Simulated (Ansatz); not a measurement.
# ZrO2: the cost of one run

Computed with Ansatz 0.2.0 (DFT PBE, scalar-relativistic, plane waves, PAW, unless a step's input says otherwise).

4 further runs of the same task are left out: 3 that didn't finish, 1 set aside as unsound or not needed.

## 1. Starting point

Symmetry: P4_2/nmc, No. 137, tetragonal system. Conventional cell: a = 3.621 Å, b = 3.621 Å, c = 5.282 Å, α = 90.00°, β = 90.00°, γ = 90.00°. Zr (site symmetry -4m2) is surrounded by 4 O at 2.08 Å. O (site symmetry 2mm) is surrounded by 2 Zr at 2.08 Å.

Structure file:

```cif
data_structure
_symmetry_space_group_name_H-M 'P 1'
_symmetry_Int_Tables_number 1
_cell_length_a 3.6211
_cell_length_b 3.6211
_cell_length_c 5.2825
_cell_angle_alpha 90.000
_cell_angle_beta 90.000
_cell_angle_gamma 90.000
_cell_volume 69.26
loop_
_atom_site_label
_atom_site_type_symbol
_atom_site_fract_x
_atom_site_fract_y
_atom_site_fract_z
_atom_site_occupancy
Zr1 Zr 0.00000 0.00000 0.00000 1
Zr2 Zr 0.50000 0.50000 0.50000 1
O1 O 0.00000 0.50000 0.19279 1
O2 O 0.00000 0.50000 0.69279 1
O3 O 0.50000 0.00000 0.30721 1
O4 O 0.50000 0.00000 0.80721 1
```

It is the result of an earlier relaxation at this level (volume 11.54 Å³/atom; gap on the mesh: 4.06 eV).

## 2. The reference: the undisturbed cell on the scan's mesh

File input.yaml:

```yaml
crystal:
  lattice:
    - [3.6210708632, 0.0, 0.0]
    - [0.0, 3.6210708632, 0.0]
    - [0.0, 0.0, 5.282458539]
  atoms:
    - { symbol: Zr, position: [0.0, 0.0, 0.0] }
    - { symbol: Zr, position: [0.5, 0.5, 0.5] }
    - { symbol: O, position: [0.0, 0.5, 0.192788124] }
    - { symbol: O, position: [0.0, 0.5, 0.692788124] }
    - { symbol: O, position: [0.5, 0.0, 0.307211876] }
    - { symbol: O, position: [0.5, 0.0, 0.807211876] }
basis:
  ecutwfc: 420
kpoints:
  mp_grid: { grid: [6, 6, 4] }
hamiltonian:
  xc: pbe
scf:
  occupations: { method: gaussian, width: 0.05 }
output:
  forces: true
  stress: true
  eigenvalues: true
```

Started as:

```bash
> ansatz run input.yaml --threads 1 --pin off --max-ram 2560MiB --backend cpu --events-out ev --progress --plain --runs-dir out
```

What time and memory should one allow on 1 thread of Arm Neoverse V2, shared host?

About 3 s, with a peak of 0.33 GiB.
